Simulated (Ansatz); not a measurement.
BeTe, 2 atoms in the cell. It takes space group Cmmm (No. 65, orthorhombic). The conventional cell has a = 3.574 Å, b = 9.595 Å, c = 3.569 Å, α = 90.00°, β = 90.00°, γ = 90.00°. Be (site symmetry mmm) is surrounded by 4 Te at 2.53 Å. Te (site symmetry mmm) is surrounded by 4 Be at 2.53 Å. The cell was built by a generator and needn't be a form met in nature.

| Quantity | Value |
| --- | --- |
| Program | Ansatz 0.2.0 |
| Task | band structure |
| Functional | HSE03 |
| Potentials or basis | Ansatz PAW |
| Cutoff | 420 eV (not typed: the program's choice for these potentials) |
| k mesh | 4 × 4 × 4 |
| Occupations | fermi-dirac, width 0.05 eV |
| Spin | no spin polarisation |
| Path | [["G", "X", "S", "R", "A", "Z", "G", "Y", "X1", "A1", "T", "Y"], ["Z", "T"]] |
| Points for each segment of the path | 4 |

Hardware: 1 × NVIDIA H100 80GB HBM3 with 2 threads of AMD EPYC 7R13 Processor (Zen 3), on a shared host.

Task: Estimate the wall time of this run.

Result: Run time: 66 s on 1 × NVIDIA H100 80GB HBM3 with 2 threads of AMD EPYC 7R13 Processor (Zen 3), on a shared host, peak memory 2 GiB. Counts: scf iterations 19, plane waves 1187, k points 21, bands 15.
